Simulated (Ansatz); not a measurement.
Relaxed InN (zinc blende):

```yaml
crystal:
  lattice:
    - [0.00000, 2.52449, 2.52449]
    - [2.52449, 0.00000, 2.52449]
    - [2.52449, 2.52449, 0.00000]
  atoms:
    - { symbol: N, position: [0.75000, 0.75000, 0.75000] }
    - { symbol: In, position: [0.00000, 0.00000, 0.00000] }
```

Level of theory: PBE (plane waves to 420 eV, PAW, scalar-relativistic; Ansatz, a program for electronic structure). k mesh 9×9×9 (Γ-centred), Fermi-Dirac smearing 0.05 eV. With partly filled bands, energies and forces of such displacements shift with the k mesh and the smearing. At this level the bands of InN touch or barely overlap; measurements give the solid a gap. InN was relaxed with its symmetry unable to fall.

One atom of the cell was then moved (with its periodic images), all else fixed, and the forces (eV/Å) came out as:

```
atom     Fx     Fy      Fz
----  -----  -----  ------
N1    0.000  0.000   1.458
In2   0.000  0.000  -1.458
```

With two atoms only their relative shift counts; take N1 as fixed.

**Question.** Which atom was moved, and by which vector (Å)?

**Answer.** In2, by (0.00, 0.00, 0.18), 0.18 Å in all.

(A displaced cell: forces are minus the slopes of the energy, force constants its curvatures, and phonons follow from these.)
